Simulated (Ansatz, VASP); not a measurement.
## One calculation of Cu, two programs

```
CELL_PARAMETERS angstrom
-1.46131 1.47158 1.37398
1.45605 -1.47523 1.37231
1.41796 1.43203 -1.37783
ATOMIC_POSITIONS crystal
Cu 0.00000 0.00000 0.00000
```

Change from the starting cell: strain = -0.01; cell sheared at random, sigma 0.01, atoms nudged by 0.01 Å.

Alike in both runs: task single point; functional PBE; k mesh 13 × 13 × 13; occupations fermi-dirac, width 0.05 eV; no spin polarisation.

```csv
,VASP,Ansatz
version,VASP 6.6.1,Ansatz 0.2.0
potentials or method,"VASP PAW PBE potentials, release 64 (Cu)",Ansatz PAW
plane-wave cutoff (eV),520,420
valence electrons in the cell,11,19
```

```csv
,VASP,Ansatz,Ansatz less VASP
gap on the k mesh at the Fermi level (eV),none,none,-
pressure (GPa),8.1,7.6,-0.55
largest component of the traceless stress (GPa),3.88,3.89,+0.016
```

A gap of «none» marks a metal or a gap that the smearing closes. The two sets of potentials don't hold the same shells in valence.
